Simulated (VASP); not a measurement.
Set up this calculation in VASP 6.6.1, as the native input.

- Task: relaxation of cell and atoms
- Functional: PBE
- Potentials or basis: VASP PAW PBE potentials, release 64 (Cd, Te)
- Cutoff: 520 eV
- k mesh: 8 × 8 × 8
- Occupations: gaussian, width 0.02 eV
- Spin: no spin polarisation
- Further INCAR settings: ALGO = Fast; EDIFF = 1e-07; IBRION = 2; EDIFFG = -0.002; NSW = 80; ISIF = 3

The structure of CdTe lies in POSCAR:

```
CdTe                                    
1.0
    0.0000000000      3.3114303548      3.3114303548
    3.3114303548     -0.0000000000      3.3114303548
    3.3114303548      3.3114303548     -0.0000000000
  Cd              Te            
     1     1
Direct
     0.0000000000000000    0.0000000000000000    0.0000000000000000
     0.2500000000000000    0.2500000000000000    0.2500000000000000
```

The input as run:

INCAR

```
  ALGO = Fast
  EDIFF = 1E-7
  EDIFFG = -0.002
  ENCUT = 520
  GGA = PE
  IBRION = 2
  ISIF = 3
  ISMEAR = 0
  KPAR = 4
  LASPH = True
  LCHARG = False
  LREAL = False
  LWAVE = False
  NELM = 60
  NSW = 80
  PREC = Accurate
  SIGMA = 0.02
```

KPOINTS

```
k-points
0
Gamma
  8 8 8
```

Potentials or basis: VASP PAW PBE potentials, release 64 (Cd, Te).

Launch:

```bash
$ cat potpaw_PBE.64/Cd/POTCAR potpaw_PBE.64/Te/POTCAR > POTCAR
$ mpirun -np 4 vasp_std > vasp.out
```

It gave:

The relaxed volume is 36.35 Å³/atom and the relaxed cell is a = 4.685 Å, b = 4.685 Å, c = 4.685 Å, α = 60.00°, β = 60.00°, γ = 60.00°. The space group after relaxing (to 0.05 Å) is F-43m (No. 216). The energy gained by relaxing is 0.0 meV/atom and the ionic steps are 2. The pressure after relaxing is 0.0 GPa and the band gap on the k mesh is 0.57 eV, direct.

Caveat: spin-orbit coupling is left out, which moves the levels of the heavy elements.

Wall time 30 s on 4 MPI ranks on Intel(R) Xeon(R) Platinum 8488C (Sapphire Rapids), on a shared host, peak memory 0.22 GiB a rank.
